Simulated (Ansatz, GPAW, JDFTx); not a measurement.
# C: 3 runs at one level of theory

```
C
1.0
     0.00000    1.78337    1.78337
     1.78337    0.00000    1.78337
     1.78337    1.78337    0.00000
C
2
Direct
  0.25000 0.25000 0.25000
  0.00000 0.00000 0.00000
```

Alike in all runs: task single point; functional LDA; k mesh 13 × 13 × 13; occupations gaussian, width 0.1 eV; no spin polarisation; no spin-orbit coupling. LDA stands for any of its common fits. Pressure is positive in compression and, in plane waves, holds the error of the finite cutoff.

```
                                                    program and potentials  plane-wave cutoff (eV)  notes  pressure (GPa)
GPAW, the program's PAW data sets (release 1.2.1) made for this functional                     800      -          -13.48
               JDFTx, PseudoDojo-SR-LDA-0.4.1-standard with smoothed tails                    1116      -          -11.13
                            Ansatz, all-electron LAPW, scalar-relativistic                       -      -          -12.98
```

The pressure spans -13.48 (GPAW, the program's PAW data sets (release 1.2.1) made for this functional) to -11.13 GPa (JDFTx, PseudoDojo-SR-LDA-0.4.1-standard with smoothed tails), with all-electron results at -12.98. The cell lies far from this level's equilibrium.

Differences between rows come from potentials, basis sets and numerical settings, since the functional is the same but for its coding. Runs on potential files found faulty are left out.
